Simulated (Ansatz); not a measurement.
# Li31Se16: the cost of one run

Computed with Ansatz 0.2.0 (DFT PBE, scalar-relativistic, plane waves, PAW, unless a step's input says otherwise).

3 further runs of the same task are left out: 3 set aside as unsound or not needed.

## Step 1: The structure to begin with

It takes space group Fm-3m (No. 225, cubic). The conventional cell has a = 6.006 Å, b = 6.006 Å, c = 6.006 Å, α = 90.00°, β = 90.00°, γ = 90.00°. Li (site symmetry -43m) has 4 Se at 2.60 Å as nearest neighbours. Around Se (site symmetry m-3m) lie 8 Li at 2.60 Å.

Coordinates:

```
Li Se
1.0
     0.00000    3.00306    3.00306
     3.00306    0.00000    3.00306
     3.00306    3.00306    0.00000
Li Se
2 1
Cartesian
  4.5046 4.5046 4.5046
  1.5015 1.5015 1.5015
  0.0000 0.0000 0.0000
```

It goes back to an entry of the Materials Project, which need not be the stable form.

This cell was relaxed beforehand with the same method: volume 18.06 Å³/atom, gap on the mesh 2.98 eV.

The host's static dielectric tensor, from an earlier linear-response run, has a mean of 8.21.

The perfect supercell (rows 1 1 -3; -3 1 1; 1 1 1 in vectors of this cell) was computed beforehand with the same settings: E(σ→0) = -94116.2643 eV for 48 atoms, gap 3.66 eV on its own mesh.

## Step 2: Making the defect

The atom at (0.250, 0.750, 0.750) of the supercell is taken out. The other atoms start on their ideal sites. Its neighbours are 4 Se at 2.60 Å, 6 Li at 3.00 Å.

## Step 3: Charge state 0

Input file input.yaml:

```yaml
crystal:
  lattice:
    - [-6.0061205977, -6.0061205977, 6.0061205977]
    - [6.0061205977, -6.0061205977, -6.0061205977]
    - [6.0061205977, 6.0061205977, 6.0061205977]
  atoms:
    - { symbol: Li, position: [0.0, 0.75, 0.0] }
    - { symbol: Li, position: [0.5, 0.5, 0.75] }
    - { symbol: Li, position: [0.25, 0.5, 0.0] }
    - { symbol: Li, position: [0.0, 0.5, 0.25] }
    - { symbol: Li, position: [0.75, 0.75, 0.25] }
    - { symbol: Li, position: [0.5, 0.75, 0.5] }
    - { symbol: Li, position: [0.0, 0.0, 0.75] }
    - { symbol: Li, position: [0.75, 0.25, 0.75] }
    - { symbol: Li, position: [0.5, 0.25, 0.0] }
    - { symbol: Li, position: [0.25, 0.25, 0.25] }
    - { symbol: Li, position: [0.0, 0.25, 0.5] }
    - { symbol: Li, position: [0.75, 0.5, 0.5] }
    - { symbol: Li, position: [0.75, 0.0, 0.0] }
    - { symbol: Li, position: [0.5, 0.0, 0.25] }
    - { symbol: Li, position: [0.25, 0.0, 0.5] }
    - { symbol: Li, position: [0.25, 0.75, 0.25] }
    - { symbol: Li, position: [0.0, 0.75, 0.5], spin: 0.1 }
    - { symbol: Li, position: [0.5, 0.5, 0.25] }
    - { symbol: Li, position: [0.25, 0.5, 0.5], spin: 0.1 }
    - { symbol: Li, position: [0.0, 0.5, 0.75], spin: 0.1 }
    - { symbol: Li, position: [0.75, 0.75, 0.75] }
    - { symbol: Li, position: [0.5, 0.75, 0.0], spin: 0.1 }
    - { symbol: Li, position: [0.0, 0.0, 0.25] }
    - { symbol: Li, position: [0.75, 0.25, 0.25] }
    - { symbol: Li, position: [0.5, 0.25, 0.5] }
    - { symbol: Li, position: [0.25, 0.25, 0.75] }
    - { symbol: Li, position: [0.0, 0.25, 0.0] }
    - { symbol: Li, position: [0.75, 0.5, 0.0] }
    - { symbol: Li, position: [0.75, 0.0, 0.5] }
    - { symbol: Li, position: [0.5, 0.0, 0.75], spin: 0.1 }
    - { symbol: Li, position: [0.25, 0.0, 0.0], spin: 0.1 }
    - { symbol: Se, position: [0.0, 0.5, 0.5], spin: 0.1 }
    - { symbol: Se, position: [0.75, 0.5, 0.75] }
    - { symbol: Se, position: [0.25, 0.25, 0.5] }
    - { symbol: Se, position: [0.0, 0.25, 0.75] }
    - { symbol: Se, position: [0.75, 0.25, 0.0] }
    - { symbol: Se, position: [0.5, 0.5, 0.0] }
    - { symbol: Se, position: [0.25, 0.5, 0.25] }
    - { symbol: Se, position: [0.75, 0.75, 0.5] }
    - { symbol: Se, position: [0.5, 0.0, 0.5] }
    - { symbol: Se, position: [0.25, 0.0, 0.75], spin: 0.1 }
    - { symbol: Se, position: [0.0, 0.0, 0.0] }
    - { symbol: Se, position: [0.75, 0.0, 0.25] }
    - { symbol: Se, position: [0.5, 0.25, 0.25] }
    - { symbol: Se, position: [0.5, 0.75, 0.75], spin: 0.1 }
    - { symbol: Se, position: [0.25, 0.75, 0.0], spin: 0.1 }
    - { symbol: Se, position: [0.0, 0.75, 0.25] }
  host:
    lattice:
      - [0.0, 3.0030602988, 3.0030602988]
      - [3.0030602988, 0.0, 3.0030602988]
      - [3.0030602988, 3.0030602988, 0.0]
    atoms:
      - { symbol: Li, position: [0.75, 0.75, 0.75] }
      - { symbol: Li, position: [0.25, 0.25, 0.25] }
      - { symbol: Se, position: [0.0, 0.0, 0.0] }
basis:
  ecutwfc: 420
  xc_grid: 2
kpoints:
  mp_grid: { grid: [2, 2, 2], shift: [0.5, 0.5, 0.5] }
hamiltonian:
  xc: pbe
scf:
  occupations: { method: gaussian, width: 0.01 }
output:
  forces: true
  stress: false
  eigenvalues: true
  populations: true
  charged_corrections:
    defect_position: [0.25, 0.75, 0.75]
    epsilon: [[8.208, 0.0, 0.0], [0.0, 8.208, 0.0], [0.0, 0.0, 8.208]]
  write_density: true
  write_potential: true
  elf: true
  volumetric_format: npy
magnetization:
  spin_polarized: true
relax:
  adjacent_minimum: "off"
  f_tol: 0.025
  max_steps: 45
```

The run is started by

```
$ ansatz run input.yaml --threads 4 --pin off --max-ram 6144MiB --backend cpu --events-out ev --progress --plain --runs-dir out
```

Q: Estimate wall time and peak memory on 4 threads of Arm Neoverse V2, shared host.

About 2.9 min, with a peak of 3.5 GiB.
